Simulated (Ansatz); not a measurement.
## TiCo in Ansatz: the effect of target pressure

The system is TiCo.

```
CELL_PARAMETERS angstrom
2.98611 0.00000 0.00000
0.00000 2.98611 0.00000
0.00000 0.00000 2.98611
ATOMIC_POSITIONS crystal
Co 0.50000 0.50000 0.50000
Ti 0.00000 0.00000 0.00000
```

The cell comes from a database or a generator and needn't be the stable form of this composition.

Alike in all runs:

* Program: Ansatz 0.2.0
* Task: relaxation of cell and atoms
* Functional: PBEsol
* Potentials or basis: Ansatz PAW
* Cutoff: 420 eV (not typed: the program's choice for these potentials)
* k mesh: 9 × 9 × 9
* Occupations: fermi-dirac, width 0.05 eV
* Spin: collinear spin, ferromagnetic start
* Starting moments: [2.0, 1.0] μB

Each run relaxes the cell or the atoms first.

| target pressure | relaxed volume (Å³/atom) | moment (μB) |
| --- | --- | --- |
| 0 GPa | 12.68 | 0.61 |
| 2 GPa | 12.55 | 0.59 |
| 5 GPa | 12.36 | 0.57 |
| 10 GPa | 12.09 | 0.53 |
| 20 GPa | 11.61 | 0.48 |
| 30 GPa | ? | ? |

**Question.** What does the run with target pressure 30 GPa give?

**Answer.** Relaxed volume 11.21 Å³/atom; moment 0.45 μB.

Worked out: In Murnaghan's law V^(-B') rises as a straight line in P. The other rows fit best with B' = 4.1, V0 = 12.68 Å³/atom and B0 = 189 GPa, which gives 11.22 Å³/atom at 30 GPa, against the run's 11.21. A parabola through the other rows of the moment, of slope -0.00116 μB per GPa there, extrapolates to 0.45 μB, against the run's 0.45.

Caveats: the plane-wave basis is chosen anew once the cell has moved, so the energies of steps on either side of that aren't comparable; the PAW data sets come from PBE, with cores solved anew for the run's functional, which leaves a small shift of forces and pressure; the volume moved by over 15 % at a fixed basis, so the end points are rough (some runs).

Runs at the PBE level aren't shown here.
